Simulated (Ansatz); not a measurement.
# MgO (Fm-3m), clamped-ion strain scan

Level of theory: DFT r2SCAN, scalar-relativistic, plane waves, PAW (Ansatz 0.2.0). The runs took a 500 eV cutoff, a Γ-centred 10×10×10 mesh and Gaussian smearing (0.05 eV). No spin polarisation. Energies are free energies at this smearing, counted from the undisturbed cell; pressure is positive in compression.

The starting cell (as given, not relaxed at this level; it stands at -7.1 GPa):

```yaml
crystal:
  lattice:
    - [0.00000, 2.13515, 2.13515]
    - [2.13515, 0.00000, 2.13515]
    - [2.13515, 2.13515, 0.00000]
  atoms:
    - { symbol: Mg, position: [0.00000, 0.00000, 0.00000] }
    - { symbol: O, position: [0.50000, 0.50000, 0.50000] }
```

The cell is strained by ε times the Voigt pattern (1, 0, 0, 0, 0, 0) (xx, yy, zz, yz, xz, xy; engineering shear) with fractional coordinates fixed.

| ε | ΔE (meV/atom) |
| --- | --- |
| -0.1500 | 275.7 |
| -0.1125 | 110.8 |
| -0.0750 | 26.9 |
| -0.0375 | -3.7 |
| 0.0000 | 0.0 |
| 0.0375 | 25.0 |
| 0.0750 | 62.5 |
| 0.1125 | 106.7 |
| 0.1312 | 130.0 |
| 0.1500 | 153.7 |

Problem. Predict the stress summed along the pattern (GPa, tension positive) at each point.

Solution.
| ε | stress summed along the pattern (GPa, tension positive) |
| --- | --- |
| -0.1500 | -95.47 |
| -0.1125 | -52.17 |
| -0.0750 | -23.47 |
| -0.0375 | -4.77 |
| 0.0000 | 7.07 |
| 0.0375 | 14.25 |
| 0.0750 | 18.28 |
| 0.1125 | 20.22 |
| 0.1312 | 20.64 |
| 0.1500 | 20.78 |